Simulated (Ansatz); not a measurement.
CdSe (started from an entry of an open crystallographic database), relaxed with r2SCAN in the PAW code Ansatz. Space group P6_3mc (No. 186), hexagonal; a = 4.341 Å, c = 7.077 Å in the conventional setting, 28.87 Å³ an atom. Cd has 4 Se at 2.66 Å; Se has 4 Cd at 2.66 Å.

The axes x, y and z are those of this cell:
```
Cd Se
1.0
     4.34072    0.00000    0.00000
    -2.17036    3.75917    0.00000
     0.00000    0.00000    7.07666
Cd Se
2 2
Direct
  0.33333 0.66667 0.00452
  0.66667 0.33333 0.50452
  0.33333 0.66667 0.38048
  0.66667 0.33333 0.88048
```

Unstrained: With PBE the gap is 0.612 eV and direct, at Γ. The r2SCAN gap is direct at Γ: 1.105 eV. HSE06 gives a direct gap of 1.544 eV at Γ. Meshes: PBE 12×12×4, r2SCAN 12×12×4, HSE06 6×6×4. Strains are changes of length per length, and xy shears are angles. After each strain the atoms were relaxed again with r2SCAN within the symmetry that the strain leaves, so tilts or polar shifts that break it weren't tested; points keep the names that they have in the unstrained zone. Spin-unpolarised throughout; all numbers are computed.

Q: Apply uniaxial +1.37 % along x, other directions held. How far does the gap move, against the unstrained cell?

A: PBE: the gap goes from 0.612 to 0.570 eV (-0.042 eV); with r2SCAN the top three valence levels at Γ, grouped 2+1 from the top over 42 meV, become 1+1+1 over 45 meV. r2SCAN: the gap goes from 1.105 to 1.062 eV (-0.043 eV). HSE06: the gap goes from 1.544 to 1.497 eV (-0.047 eV). The r2SCAN energy rises by 1.2 meV an atom.

Q: Estimate what uniaxial -1.88 % along z, other directions held does to the gap.

A: PBE: the gap goes from 0.612 to 0.658 eV (+0.046 eV); with r2SCAN the top three valence levels at Γ, grouped 2+1 from the top over 42 meV, become 1+2 over 27 meV. r2SCAN: the gap goes from 1.105 to 1.157 eV (+0.052 eV). HSE06: the gap goes from 1.544 to 1.598 eV (+0.054 eV). The r2SCAN energy rises by 2.6 meV an atom.

Q: Apply uniaxial +3.47 % along y, other directions held. How far does the gap move, against the unstrained cell?

A: PBE: the gap goes from 0.612 to 0.498 eV (-0.114 eV); with r2SCAN the top three valence levels at Γ, grouped 2+1 from the top over 42 meV, become 1+1+1 over 120 meV. r2SCAN: the gap goes from 1.105 to 0.986 eV (-0.119 eV). HSE06: the gap goes from 1.544 to 1.415 eV (-0.129 eV). The r2SCAN energy rises by 7.7 meV an atom.

Q: Apply xy shear, engineering strain (angle) +5.42 %. How far does the gap move, against the unstrained cell?

A: PBE: the gap goes from 0.612 to 0.509 eV (-0.103 eV). r2SCAN: the gap goes from 1.105 to 1.000 eV (-0.105 eV). HSE06: the gap goes from 1.544 to 1.436 eV (-0.108 eV). The r2SCAN energy rises by 3.7 meV an atom.

The runs are scalar-relativistic, without spin-orbit coupling.

The meshes of the hybrids are coarse, so their gaps aren't converged to the digits shown.

The splittings at Γ are without spin-orbit coupling, which regroups them where it is of like size or larger.
